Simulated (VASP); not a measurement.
Method: PBE GGA with D3 dispersion (zero damping), VASP's PBE PAW potentials (set 64) (plane waves; VASP).

VASP input:

File POSCAR:
```
Li2O
1
    0.0000000000     2.2759445298     2.2759445298
    2.2759445298     0.0000000000     2.2759445298
    2.2759445298     2.2759445298     0.0000000000
Li O
2 1
Direct
  0.2500000000   0.2500000000   0.2500000000
  0.7500000000   0.7500000000   0.7500000000
  0.0000000000   0.0000000000   0.0000000000
```

INCAR:
```
SYSTEM=Li2O
PREC=Accurate; ENCUT=520; LREAL=.FALSE.
LASPH=.TRUE.
EDIFF=1E-7; NELM=100; ALGO=Normal
ISMEAR=-5
GGA=PE; IVDW=11
ISIF=2
LWAVE=.FALSE.; LCHARG=.TRUE.; LORBIT=11
NEDOS=601
LEFG=.TRUE.
```

### KPOINTS
```
Automatic mesh
0
Gamma
9 9 9
0 0 0
```

POTCAR, in this order: Li_sv O (PBE.64 set). Program: vasp_std.

What VASP printed:

OSZICAR:
```
       N       E                     dE             d eps       ncg     rms          rms(c)
DAV:   1     0.408251788618E+02    0.40825E+02   -0.61124E+03   700   0.129E+03
DAV:   2    -0.112637014840E+02   -0.52089E+02   -0.50736E+02   842   0.237E+02
DAV:   3    -0.160311037430E+02   -0.47674E+01   -0.47501E+01  1206   0.616E+01
DAV:   4    -0.161171289933E+02   -0.86025E-01   -0.85940E-01   954   0.788E+00
DAV:   5    -0.161176809261E+02   -0.55193E-03   -0.55192E-03   956   0.549E-01    0.752E+00
DAV:   6    -0.143526554696E+02    0.17650E+01   -0.95077E+00   702   0.199E+01    0.280E+00
DAV:   7    -0.143294303976E+02    0.23225E-01   -0.20775E-01   788   0.400E+00    0.148E+00
DAV:   8    -0.143300526387E+02   -0.62224E-03   -0.57249E-02   856   0.299E+00    0.350E-01
DAV:   9    -0.143290007907E+02    0.10518E-02   -0.69285E-03   910   0.773E-01    0.107E-01
DAV:  10    -0.143294531533E+02   -0.45236E-03   -0.90377E-04   756   0.256E-01    0.482E-02
DAV:  11    -0.143294378708E+02    0.15283E-04   -0.40358E-05   910   0.823E-02    0.112E-02
DAV:  12    -0.143294388006E+02   -0.92985E-06   -0.48016E-06   858   0.233E-02    0.272E-03
DAV:  13    -0.143294388759E+02   -0.75301E-07   -0.65885E-07   874   0.913E-03
   1 F= -.14932209E+02 E0= -.14932209E+02  d E =0.000000E+00
```

**OUTCAR**
```
------------------------ aborting loop because EDIFF is reached ----------------------------------------
 Edisp (eV)   -0.60277
  FORCE on cell =-STRESS in cart. coord.  units (eV):
  Direction    XX          YY          ZZ          XY          YZ          ZX
  --------------------------------------------------------------------------------------
  Total      -0.05535    -0.05535    -0.05535     0.00000     0.00000    -0.00000
  in kB      -3.76093    -3.76093    -3.76093     0.00000     0.00000    -0.00000
  external pressure =       -3.76 kB  Pullay stress =        0.00 kB
  volume of cell :       23.58
      direct lattice vectors                 reciprocal lattice vectors
     0.000000000  2.275944530  2.275944530    -0.219689010  0.219689010  0.219689010
     2.275944530  0.000000000  2.275944530     0.219689010 -0.219689010  0.219689010
     2.275944530  2.275944530  0.000000000     0.219689010  0.219689010 -0.219689010
 POSITION                                       TOTAL-FORCE (eV/Angst)
 -----------------------------------------------------------------------------------
      1.13797      1.13797      1.13797        -0.000000      0.000000     -0.000000
      3.41392      3.41392      3.41392         0.000000     -0.000000      0.000000
      0.00000      0.00000      0.00000        -0.000000      0.000000      0.000000
 -----------------------------------------------------------------------------------
    total drift:                               -0.000000      0.000000      0.000000
  FREE ENERGIE OF THE ION-ELECTRON SYSTEM (eV)
  ---------------------------------------------------
  free  energy   TOTEN  =       -14.9322093264 eV

  energy  without entropy=      -14.9322093264  energy(sigma->0) =      -14.93220933

 total charge

# of ion       s       p       d       tot
------------------------------------------
    1        2.039   0.089   0.000   2.128
    2        2.039   0.089   0.000   2.128
    3        1.535   3.519   0.000   5.053
--------------------------------------------------
tot          5.612   3.697   0.000   9.310

 Electric field gradients after diagonalization (V/A^2)
 (convention: |V_zz| > |V_xx| > |V_yy|)
----------------------------------------------------------------------
 ion       V_xx      V_yy      V_zz     asymmetry (V_yy - V_xx)/ V_zz
----------------------------------------------------------------------
   1      -0.006    -0.006     0.011       0.000
   2      -0.006    -0.006     0.011       0.000
   3      -0.003    -0.003     0.005       0.000
```
(Selected blocks of OUTCAR.)

The compound is Li2O in the antifluorite structure. It was relaxed first.
